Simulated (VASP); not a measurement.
Wanted: the native input for a VASP 6.6.1 run.

```
Task                   : relaxation of cell and atoms
Functional             : PBE
Potentials or basis    : VASP PAW PBE potentials, release 64 (Sn_d_GW)
Cutoff                 : 600 eV
k mesh                 : 10 × 10 × 10
Occupations            : fermi-dirac, width 0.05 eV
Spin                   : no spin polarisation
Further INCAR settings : ALGO = Fast; EDIFF = 1e-06; IBRION = 2; EDIFFG = -0.01; NSW = 40; ISIF = 3
```

The structure of Sn lies in POSCAR:

```
Sn
1.0
   -1.8946518192      1.8946518192      1.8946518192
    1.8946518192     -1.8946518192      1.8946518192
    1.8946518192      1.8946518192     -1.8946518192
Sn
1
Direct
    0.0000000000      0.0000000000      0.0000000000
```

This isn't the form of Sn at room conditions, which is tetragonal (white tin).

One way to write it, as run:

INCAR

```
SYSTEM = Sn
PREC     = Accurate       ! precision mode
ENCUT    = 600            ! plane-wave cutoff, eV
EDIFF    = 1E-6           ! SCF threshold, eV
ISMEAR   = -1             ! smearing method
SIGMA    = 0.05           ! smearing width, eV
LREAL    = .FALSE.        ! projectors in reciprocal space
LASPH    = .TRUE.         ! aspherical terms in the spheres
NELM     = 100            ! most SCF steps
ALGO     = Fast           ! electronic algorithm
ISIF     = 3              ! what is computed and relaxed
LWAVE    = .FALSE.        ! write WAVECAR
LCHARG   = .FALSE.        ! write CHGCAR
GGA      = PE             ! functional
IBRION   = 2              ! ionic algorithm
NSW      = 40             ! ionic steps
EDIFFG   = -0.01          ! ionic threshold
```

KPOINTS

```
Automatic mesh
0
G
  10 10 10
  0 0 0
```

Potentials or basis: VASP PAW PBE potentials, release 64 (Sn_d_GW).

Launch:

```sh
$ cat potpaw_PBE.64/Sn_d_GW/POTCAR > POTCAR
$ mpirun -np 1 vasp_std > vasp.out
```

Results of the run:

```
Relaxed volume                         : 27.71 Å³/atom
Relaxed cell                           : a = 3.302 Å, b = 3.302 Å, c = 3.302 Å, α = 109.47°, β = 109.47°, γ = 109.47°
Space group after relaxing (to 0.05 Å) : Im-3m (No. 229)
Energy gained by relaxing              : 0.3 meV/atom
Ionic steps                            : 5
Pressure after relaxing                : 0.0 GPa
Band gap on the k mesh                 : none (metal or under the smearing width)
```

Run time: 4.8 min on 1 thread of Intel(R) Xeon(R) Platinum 8175M CPU @ 2.50GHz (Skylake/Cascade Lake) (shared host), peak memory 0.19 GiB.
